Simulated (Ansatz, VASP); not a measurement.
## One calculation of KF, two programs

The input POSCAR:

```
KF
1.0
    3.1788706815      0.0000000000      0.0000000000
    0.0000000000      3.1788706815      0.0000000000
    0.0000000000      0.0000000000      3.3451256182
K F
1 1
Direct
    0.0000000000      0.0000000000      0.0000000000
    0.5000000000      0.5000000000      0.5000000000
```

File INCAR.step1:

```
ALGO = Normal ; EDIFF = 1E-4
ENCUT = 520 ; GGA = PE
ISMEAR = 0 ; LASPH = T
LCHARG = F ; LREAL = F
LWAVE = T ; NBANDS = 15
NELM = 80 ; PREC = Accurate
SIGMA = 0.01
```

Contents of INCAR.step2:

```
ALGO = Normal ; EDIFF = 1E-6
ENCUT = 520 ; ISIF = 2
ISMEAR = 0 ; ISTART = 1
LASPH = T ; LCHARG = F
LMIXTAU = T ; LREAL = F
LWAVE = F ; METAGGA = R2SCAN
NBANDS = 15 ; NELM = 80
PREC = Accurate ; SIGMA = 0.01
```

KPOINTS

```
k-points
0
Gamma
  8 8 8
```

Input for Ansatz:

```yaml
crystal:
  lattice:
    - [3.1788706815, 0.0, 0.0]
    - [0.0, 3.1788706815, 0.0]
    - [0.0, 0.0, 3.3451256182]
  atoms:
    - { symbol: K, position: [0.0, 0.0, 0.0] }
    - { symbol: F, position: [0.5, 0.5, 0.5] }
kpoints:
  mp_grid: { grid: [8, 8, 8] }
  band_path:
    path: [[0.0, 0.0, 0.0], [0.0, 0.5, 0.0], [0.5, 0.5, 0.0], [0.5, 0.5, 0.5]]
    npoints: 1
hamiltonian:
  xc: r2scan
scf:
  occupations: { method: fixed }
  n_extra_bands: 4
output:
  forces: true
  stress: true
  eigenvalues: true
```

Change from the starting cell: uniaxial_z strain +5.2%.

Alike in both runs: task single point; functional r2SCAN; k mesh 8 × 8 × 8; no spin polarisation.

```csv
,VASP,Ansatz
version,VASP 6.6.1,Ansatz 0.2.0
potentials or method,"VASP PAW PBE potentials, release 64 (K_sv, F)","plane waves, PAW"
plane-wave cutoff (eV),520,500
occupations,"gaussian, width 0.01 eV",fixed
valence electrons in the cell,16,16
```

|  | VASP | Ansatz | Ansatz less VASP |
| --- | --- | --- | --- |
| gap on the k mesh at the Fermi level (eV) | 7.24 | 7.24 | -0.002 |
| pressure (GPa) | -1.9 | -1.9 | +0.04 |
| largest component of the traceless stress (GPa) | 3.00 | 3.00 | -0.005 |

Caveats: the PAW data sets were made with another functional, which shifts forces and pressure a little (VASP). A k mesh can miss the band edges.
